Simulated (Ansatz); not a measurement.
# A ladder of methods for CHF3 (trifluoromethane)

The species is CHF3 (5 atoms), meant as a singlet with charge 0. SMILES: `FC(F)F`. Geometry: relaxed at PBE0-D4/def2-TZVP.

```csv
atom,x (Å),y (Å),z (Å)
F,-0.6686,-0.3297,1.0792
C,0.0195,0.0564,0.0068
F,1.0474,-0.7738,-0.1575
F,-0.7726,-0.0351,-1.0594
H,0.3744,1.0822,0.1309
```

Quantity: the energy change with the F1–C2 bond stretched from 1.331 to 1.997 Å, in eV. The values are calculated.

| level | kind | program | value (eV) | less FCI/STO-3G |
| --- | --- | --- | --- | --- |
| HF/STO-3G (restricted) | Hartree–Fock | Ansatz | 4.50 | +2.27 |
| SVWN5/STO-3G (restricted) | LDA | Ansatz | 2.70 | +0.47 |
| revPBE/STO-3G (restricted) | GGA | Ansatz | 2.08 | -0.15 |
| r2SCAN0/STO-3G (restricted) | hybrid meta-GGA | Ansatz | 3.14 | +0.91 |
| CAM-B3LYP/STO-3G (restricted) | range-separated hybrid | Ansatz | 3.00 | +0.77 |
| HSE06/STO-3G (restricted) | range-separated hybrid | Ansatz | 2.92 | +0.69 |
| MP2/STO-3G (restricted) | perturbation theory | Ansatz | 3.15 | +0.92 |
| CCSD(T)/STO-3G (restricted) | coupled cluster or CI | Ansatz | 2.25 | +0.02 |
| FCI/STO-3G | exact in the basis | Ansatz | 2.23 | 0.00 |

FCI/STO-3G is exact within its basis and frozen core, so for wave-function methods in that basis the difference is their error; functionals converge differently with the basis, so for them it is only a difference. A spin-restricted reference rises too steeply as a bond breaks; here HF/STO-3G, SVWN5/STO-3G, r2SCAN0/STO-3G, CAM-B3LYP/STO-3G, HSE06/STO-3G, MP2/STO-3G lie well above the multireference or unrestricted value. The first shape isn't each level's own minimum. The values span 2.08 to 4.50 eV. All rows use very small basis sets, so none should be taken for the real molecule's value.
